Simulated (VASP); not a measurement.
# BN in VASP: further runs

One slab, BN, is run at these levels: PBE+D3(BJ); tasks: single point.

All numbers are computed with VASP 6.6.1; they aren't measurements. Logs are shortened: lines on timing, memory, paths and dates and some standing lists are left out, and cuts for length are marked.

## Step 1: Starting point

The cell holds a slab with vacuum, 2 atoms: a = 2.448 Å, b = 2.448 Å, c = 26.000 Å, α = 90.00°, β = 90.00°, γ = 120.00°.

## Step 2: Single point, PBE+D3(BJ)

Input file INCAR:

```
SYSTEM = BN
ALGO = Normal
DIPOL = 0.5 0.5 0.500
EDIFF = 1E-7
ENCUT = 520
GGA = PE
IDIPOL = 3
ISIF = 2
ISMEAR = 0
IVDW = 12
LASPH = .TRUE.
LCHARG = .TRUE.
LDIPOL = .TRUE.
LELF = .TRUE.
LREAL = .FALSE.
LVACPOTAV = .TRUE.
LVHAR = .TRUE.
LWAVE = .FALSE.
NBANDS = 11
NELM = 100
PREC = Accurate
SIGMA = 0.02
```

Input file KPOINTS:

```
k-points
0
G
  12 12 1
  0 0 0
```

Input file POSCAR:

```
BN
1.0
    2.4480000000      0.0000000000      0.0000000000
   -1.2240000000      2.1200301885      0.0000000000
    0.0000000000      0.0000000000     26.0000000000
B N
1 1
Direct
    0.0000000000      0.0000000000      0.5082500000
    0.6666666667      0.3333333333      0.4917500000
```

Potentials or basis: VASP PAW PBE potentials, release 64 (B, N).

Command:

```
> cat potpaw_PBE.64/B/POTCAR potpaw_PBE.64/N/POTCAR > POTCAR
> mpirun -np 1 vasp_std > vasp.out
```

OUTCAR:

```text
SYSTEM = BN
   EDIFF = 1E-7
   ENCUT = 520
   GGA = PE
   ISIF = 2
   ISMEAR = 0
   IVDW = 12
   LASPH = .TRUE.
   LREAL = .FALSE.
   NELM = 100
   PREC = Accurate
 IVDW          = 12

 ion  position               nearest neighbor table
   1  0.000  0.000  0.508-   2 1.48   2 1.48   2 1.48
   2  0.667  0.333  0.492-   1 1.48   1 1.48   1 1.48

  LATTYP: Found a hexagonal cell.
 ALAT       =     2.4480000000
 C/A-ratio  =    10.6209150327

  Lattice vectors:

 A1 = (   2.4480000000,   0.0000000000,   0.0000000000)
 A2 = (  -1.2240000000,   2.1200301885,   0.0000000000)
 A3 = (   0.0000000000,   0.0000000000,  26.0000000000)

Analysis of symmetry for initial positions (statically):
=====================================================================
 Subroutine PRICEL returns:
 Original cell was already a primitive cell.

 Routine SETGRP: Setting up the symmetry group for a
 hexagonal supercell.

 Subroutine GETGRP returns: Found  6 space group operations
 (whereof  6 operations were pure point group operations)
 out of a pool of 24 trial point group operations.

The static configuration has the point symmetry C_3v.

Analysis of symmetry for dynamics (positions and initial velocities):
=====================================================================
 Subroutine PRICEL returns:
 Original cell was already a primitive cell.

 Routine SETGRP: Setting up the symmetry group for a
 hexagonal supercell.

 Subroutine GETGRP returns: Found  6 space group operations
 (whereof  6 operations were pure point group operations)
 out of a pool of 24 trial point group operations.

The dynamic configuration has the point symmetry C_3v.

 Subroutine INISYM returns: Found  6 space group operations
 (whereof  6 operations are pure point group operations),
 and found     1 'primitive' translations

----------------------------------------------------------------------------------------

                                     Primitive cell

  volume of cell :     134.9357

  direct lattice vectors                    reciprocal lattice vectors
     2.448000000  0.000000000  0.000000000     0.408496732  0.235845698  0.000000000
    -1.224000000  2.120030188  0.000000000     0.000000000  0.471691396  0.000000000
     0.000000000  0.000000000 26.000000000     0.000000000  0.000000000  0.038461538

  length of vectors
     2.448000000  2.448000000 26.000000000     0.471691396  0.471691396  0.038461538

  position of ions in fractional coordinates (direct lattice)
     0.000000000  0.000000000  0.508250000
     0.666666667  0.333333333  0.491750000

  ion indices of the primitive-cell ions
   primitive index   ion index
                 1           1
                 2           2

----------------------------------------------------------------------------------------

 KPOINTS: k-points

Automatic generation of k-mesh.
 Grid dimensions read from file:
 generate k-points for:   12   12    1

 Generating k-lattice:

  Cartesian coordinates                     Fractional coordinates (reciprocal lattice)
     0.034041394  0.019653808  0.000000000     0.083333333  0.000000000  0.000000000
     0.000000000  0.039307616  0.000000000     0.000000000  0.083333333  0.000000000
     0.000000000  0.000000000  0.038461538     0.000000000  0.000000000  1.000000000

  Length of vectors
     0.039307616  0.039307616  0.038461538

  Shift w.r.t. Gamma in fractional coordinates (k-lattice)
     0.000000000  0.000000000  0.000000000

 Subroutine IBZKPT returns following result:
 ===========================================

 Found     19 irreducible k-points:

 Following reciprocal coordinates:
            Coordinates               Weight
  0.000000  0.000000  0.000000      1.000000
  0.083333  0.000000  0.000000      6.000000
  0.166667  0.000000  0.000000      6.000000
  0.250000  0.000000  0.000000      6.000000
  0.333333  0.000000  0.000000      6.000000
  0.416667  0.000000  0.000000      6.000000
[... 11 lines left out ...]
  0.333333  0.250000  0.000000     12.000000
  0.333333  0.333333  0.000000      2.000000
   k-points           NKPTS =     19   k-points in BZ     NKDIM =     19   number of bands    NBANDS=     11
   number of dos      NEDOS =    301   number of ions     NIONS =      2
   total plane-waves  NPLWV =  63504
   dimension x,y,z NGX =    18 NGY =   18 NGZ =  196
   dimension x,y,z NGXF=    36 NGYF=   36 NGZF=  392
   ions per type =               1   1
   NGX,Y,Z   is equivalent  to a cutoff of  12.22, 12.22, 12.53 a.u.
   NGXF,Y,Z  is equivalent  to a cutoff of  24.45, 24.45, 25.06 a.u.
 SYSTEM =  BN
   PREC   = accura    normal or accurate (medium, high low for compatibility)
   ISTART =      0    job   : 0-new  1-cont  2-samecut
   ICHARG =      2    charge: 1-file 2-atom 10-const
   ISPIN  =      1    spin polarized calculation?
   LNONCOLLINEAR =      F non collinear calculations
   LSORBIT =      F    spin-orbit coupling
   LASPH  =      T    aspherical Exc in radial PAW
   ENCUT  =  520.0 eV  38.22 Ry    6.18 a.u.   4.55  4.55 48.34*2*pi/ulx,y,z
   NELM   =    100;   NELMIN=  2; NELMDL= -5     # of ELM steps
   EDIFF  = 0.1E-06   stopping-criterion for ELM
   LREAL  =      F    real-space projection
   EDIFFG = 0.1E-05   stopping-criterion for IOM
   NSW    =      0    number of steps for IOM
   IBRION =     -1    ionic relax: 0-MD 1-quasi-New 2-CG
   NFREE  =      0    steps in history (QN), initial steepest desc. (CG)
   ISIF   =      2    stress and relaxation
   ISYM   =      2    0-nonsym 1-usesym 2-fastsym
   POTIM  = 0.5000    time-step for ionic-motion
   TEBEG  =    0.0;   TEEND  =   0.0 temperature during run
   PSTRESS=    0.0 pullay stress
   NELECT =       8.0000    total number of electrons
   NUPDOWN=      -1.0000    fix difference up-down
   EMIN   =  10.00;   EMAX   =-10.00  energy-range for DOS
   EFERMI =   0.00;   METHOD = LEGACY
   ISMEAR =     0;   SIGMA  =   0.02  broadening in eV -4-tet -1-fermi 0-gaus
   EFERMI_NEDOS =   21; number of points for ismear=-14 and -15
   IALGO  =     38    algorithm
   IMIX   =      4    mixing-type and parameters
     AMIX     =   0.40;   BMIX     =  1.00
     AMIX_MAG =   1.60;   BMIX_MAG =  1.00
  volume/ion in A,a.u.               =      67.47       455.30
  Fermi-wavevector in a.u.,A,eV,Ry     =   0.638355  1.206317  5.544342  0.407498
  Thomas-Fermi vector in A             =   1.703669
   LORBIT       =      0    0 simple, 1 ext, 2 COOP (PROOUT), +10 PAW based schemes
   GGA     = PE    functional components
   LHFCALC =     F    Hartree Fock is set to
   AEXX    =    0.0000 exact exchange contribution
   IVDW    =    12    specifies the selected vdW correction
   LEPSILON=     F    determine dielectric tensor
   LRPA    =     F    only Hartree local field effects (RPA)
 non-spin polarized calculation
 Gauss-broadening in eV      SIGMA  =   0.02
  energy-cutoff  :      520.00
  volume of cell :      134.94
 maximum number of plane-waves:      3696
   NGX =  9   NGY =  9   NGZ = 97

 number of electron       8.0000000 magnetization

 dipolmoment           0.000000      0.000000     -0.081238 electrons x Angstroem

 Free energy of the ion-electron system (eV)
  ---------------------------------------------------
  ext. energy  EPLUGINS =         0.00000000
  ---------------------------------------------------
  free energy    TOTEN  =       -16.21155020 eV

  energy without entropy =      -16.21155020  energy(sigma->0) =      -16.21155020

 E-fermi :  -4.5245     XC(G=0):  -1.7173

 val. band max:       -4.6489496827   @ k =   0.0000   0.0000   0.0000
 cond. band min:      -1.9888079507   @ k =   0.0000   0.0000   0.0000
 fundamental gap:      2.6601417320
 Fermi energy:        -4.5244540955

 k-point     1 :       0.0000    0.0000    0.0000
  band No.  band energies     occupation
      1     -22.3801      2.00000
      2     -10.1668      2.00000
      3      -4.6490      2.00000
      4      -4.6489      2.00000
      5      -1.9888      0.00000
      6      -0.1656      0.00000
      7       0.4460      0.00000
      8       1.4597      0.00000
      9       2.2785      0.00000
     10       2.9642      0.00000
     11       3.0450      0.00000

 k-point     2 :       0.0833    0.0000    0.0000
  band No.  band energies     occupation
      1     -22.2330      2.00000
      2      -9.9872      2.00000
      3      -5.2974      2.00000
      4      -4.9241      2.00000
      5      -1.7892      0.00000
      6       0.0622      0.00000
      7       0.6682      0.00000
      8       1.6829      0.00000
      9       2.5052      0.00000
     10       3.1733      0.00000
     11       3.2753      0.00000

 k-point     3 :       0.1667    0.0000    0.0000
  band No.  band energies     occupation
      1     -21.7984      2.00000
      2      -9.4652      2.00000
      3      -6.8824      2.00000
      4      -5.5903      2.00000
      5      -1.2724      0.00000
      6       0.7390      0.00000
      7       1.3237      0.00000
      8       2.3428      0.00000
      9       3.1799      0.00000
     10       3.7755      0.00000
     11       3.9661      0.00000
[... 197 lines left out ...]
 k-point    18 :       0.3333    0.2500    0.0000
  band No.  band energies     occupation
      1     -18.4456      2.00000
      2     -12.2643      2.00000
      3     -10.4889      2.00000
      4      -5.1372      2.00000
      5      -0.7436      0.00000
      6       5.6098      0.00000
      7       7.7110      0.00000
      8       8.5332      0.00000
      9       9.2057      0.00000
     10      10.0290      0.00000
     11      10.1378      0.00000

 k-point    19 :       0.3333    0.3333    0.0000
  band No.  band energies     occupation
      1     -18.2165      2.00000
      2     -11.8729      2.00000
      3     -11.4261      2.00000
      4      -4.8419      2.00000
      5      -0.7868      0.00000
      6       5.3629      0.00000
      7       8.7604      0.00000
      8      10.2004      0.00000
      9      10.5221      0.00000
     10      10.9976      0.00000
     11      11.0627      0.00000

------------------------ aborting loop because EDIFF is reached ----------------------------------------

 Edisp (eV)   -0.16095

 E8    (eV) :    -0.0516

  FORCE on cell =-STRESS in cart. coord.  units (eV):
  Direction    XX          YY          ZZ          XY          YZ          ZX
  --------------------------------------------------------------------------------------
  -------------------------------------------------------------------------------------
  Total       2.33143     2.33143    -2.65999     0.00000    -0.00000     0.00000
  in kB      27.68251    27.68251   -31.58370     0.00000    -0.00000     0.00000
  external pressure =        7.93 kB  Pullay stress =        0.00 kB

 VOLUME and BASIS-vectors are now :
 -----------------------------------------------------------------------------
  energy-cutoff  :      520.00
  volume of cell :      134.94
      direct lattice vectors                 reciprocal lattice vectors
     2.448000000  0.000000000  0.000000000     0.408496732  0.235845698  0.000000000
    -1.224000000  2.120030188  0.000000000     0.000000000  0.471691396  0.000000000
     0.000000000  0.000000000 26.000000000     0.000000000  0.000000000  0.038461538

 POSITION                                       TOTAL-FORCE (eV/Angst)
 -----------------------------------------------------------------------------------
      0.00000      0.00000     13.21450        -0.000000      0.000000     -6.167930
      1.22400      0.70668     12.78550         0.000000      0.000000      6.167930
 -----------------------------------------------------------------------------------
    total drift:                               -0.000000      0.000000     -0.000070

  FREE ENERGIE OF THE ION-ELECTRON SYSTEM (eV)
  ---------------------------------------------------
  free  energy   TOTEN  =       -16.3724992426 eV

  energy  without entropy=      -16.3724992426  energy(sigma->0) =      -16.37249924

 vacuum level on the upper side and lower side of the slab        -0.340         2.493
```

Run time: 26 s. Hardware: 1 thread of AMD EPYC 9R45 (Zen 5), shared host; peak memory 0.21 GiB.

What came out:

```yaml
Free_energy: -16.3725 eV
Largest_force: 6.168 eV/Å
Band_gap_on_the_k_mesh: 2.66 eV, direct
Dispersion_energy_per_atom: -0.080 eV
Ionisation_potential_of_the_upper_face: 4.31 eV
```

Forces in eV/Å, atoms in the order of the input:
```
B    0.000  0.000 -6.168
N    0.000  0.000  6.168
```

PBE gaps usually lie below the measured ones, often by a third to a half.

## Step 3: Single point, PBE+D3(BJ)

This run uses another cell than the first one, of 63.93 Å³/atom, 0.948 times its volume.

Input file INCAR:

```
SYSTEM = BN
ALGO = Fast
DIPOL = 0.5 0.5 0.500
EDIFF = 1E-7
ENCUT = 520
GGA = PE
IDIPOL = 3
ISIF = 2
ISMEAR = 0
IVDW = 12
LASPH = .TRUE.
LCHARG = .FALSE.
LDIPOL = .TRUE.
LREAL = .FALSE.
LWAVE = .FALSE.
NBANDS = 11
NELM = 60
PREC = Accurate
SIGMA = 0.02
```

KPOINTS is that of step 2.

Input file POSCAR:

```
BN
1.0
    2.3830000000      0.0000000000      0.0000000000
   -1.1915000000      2.0637385372      0.0000000000
    0.0000000000      0.0000000000     26.0000000000
B N
1 1
Direct
    0.0000000000      0.0000000000      0.5082500000
    0.6666666667      0.3333333333      0.4917500000
```

Potentials or basis: VASP PAW PBE potentials, release 64 (B, N).

Command:

```
> cat potpaw_PBE.64/B/POTCAR potpaw_PBE.64/N/POTCAR > POTCAR
> mpirun -np 1 vasp_std > vasp.out
```

It took 30 s on 1 thread of AMD EPYC 9R45 (Zen 5), shared host; peak memory 0.21 GiB.

Results (log left out):

- Free energy: -16.1610 eV
- Largest force: 5.996 eV/Å
- Band gap on the k mesh: 2.24 eV, direct
- Dispersion energy per atom: -0.084 eV

Forces in eV/Å, atoms in the order of the input:
```
B    0.000  0.000 -5.996
N    0.000  0.000  5.996
```

Levels at points of the mesh, in eV from the valence-band top:
```tsv
k point	band 1	band 2	band 3	band 4	band 5	band 6	band 7	band 8	band 9
(0.00, 0.00, 0.00)	-18.49	-6.17	0.00	0.00	2.24	4.07	4.69	5.71	6.59
(0.50, 0.00, 0.00)	-14.69	-9.16	-3.18	-1.27	3.29	9.63	11.98	12.47	14.27
```

[end of part 1 of 2]
